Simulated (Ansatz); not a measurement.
# GaN: how the free axis answers a strain

GaN, P6_3mc, a = 3.183 Å, c = 5.184 Å. Ansatz: r2SCAN, PAW, 500 eV, Γ-centred 12×12×6 mesh on 4 atoms, Gaussian smearing 0.02 eV; no spin polarisation. Series: biaxial strain in the a-b plane, c and atoms relaxed; x is the strain in per cent. y is the change of c in per cent of 5.184 Å.

```
x (%) y (%)
 -6.0   2.94
 -4.0   1.94
 -2.0   0.96
  0.0   0.00
  2.0  -0.94
  4.0      ?
  6.0  -2.81
```

Fit y = c1 x + c2 x² to the other rows, say what c1 measures, and predict the missing y.

Least squares on the rows shown. y = −0.4786 x + 0.001795 x². With no stress along c, c1 = −2C13/C33 = -0.479. At x = 4.0 the fit asked for gives -1.89 %. The run gave -1.87 %, so the fit is 0.02 % too low, a small miss on the scale of the series.